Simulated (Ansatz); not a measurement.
Wanted: the native input for an Ansatz 0.2.0 run.

```
Task                : single point
Functional          : PBE
Potentials or basis : Ansatz PAW
Cutoff              : 420 eV (not typed: the program's choice for these potentials)
k mesh              : 9 × 7 × 5
Occupations         : fermi-dirac, width 0.05 eV
Spin                : no spin polarisation
```

The system is MnO2.

```
CELL_PARAMETERS angstrom
2.90416 0.00000 0.00000
0.00000 3.84481 0.00000
0.00000 0.00000 6.16426
ATOMIC_POSITIONS crystal
Mn 0.50000 0.50000 0.34330
Mn 0.00000 0.00000 0.65670
O 0.50000 0.00000 0.83757
O 0.00000 0.50000 0.16243
O 0.50000 0.00000 0.42180
O 0.00000 0.50000 0.57820
```

Measurements of this composition are mostly on another form, of space group No. 136.

These files were run (other wordings do the same):

input.yaml

```yaml
crystal:
  lattice:
    - [2.904158, 0.0, 0.0]
    - [0.0, 3.84481, 0.0]
    - [0.0, 0.0, 6.164264]
  atoms:
    - { symbol: Mn, position: [0.5, 0.5, 0.3433015] }
    - { symbol: Mn, position: [0.0, 0.0, 0.6566985] }
    - { symbol: O, position: [0.5, 0.0, 0.8375675] }
    - { symbol: O, position: [0.0, 0.5, 0.1624325] }
    - { symbol: O, position: [0.5, 0.0, 0.4217995] }
    - { symbol: O, position: [0.0, 0.5, 0.5782005] }
hamiltonian:
  xc: pbe
  pseudopotentials: { kind: paw }
kpoints:
  mp_grid: { grid: [9, 7, 5] }
scf:
  occupations: { method: fermi_dirac, width: 0.05 }
output:
  forces: true
  stress: true
  eigenvalues: true
```

Potentials or basis: Ansatz PAW.

The run is started by

```bash
$ ansatz run input.yaml --threads 2 --pin off --max-ram 5632MiB --backend cpu --events-out ev --progress --plain --runs-dir out
```

Results of the run:

The pressure is -16.1 GPa and the largest force is 2.858 eV/Å. The band gap on the k mesh is none (metal or under the smearing width).

Caveat: the pressure holds a Pulay correction of +0.7 GPa for the finite cutoff; the run has no spin polarisation, though such a crystal can be magnetic; semilocal functionals often make such compounds metallic where correlation or magnetic order opens a gap, which also shifts bond lengths; forces of over 1 eV/Å show positions far from the minimum, so gaps and moduli don't describe the material at rest.

Run time: 7.4 s on 2 threads of Arm Neoverse N1, with other jobs on the host, peak memory 0.39 GiB.
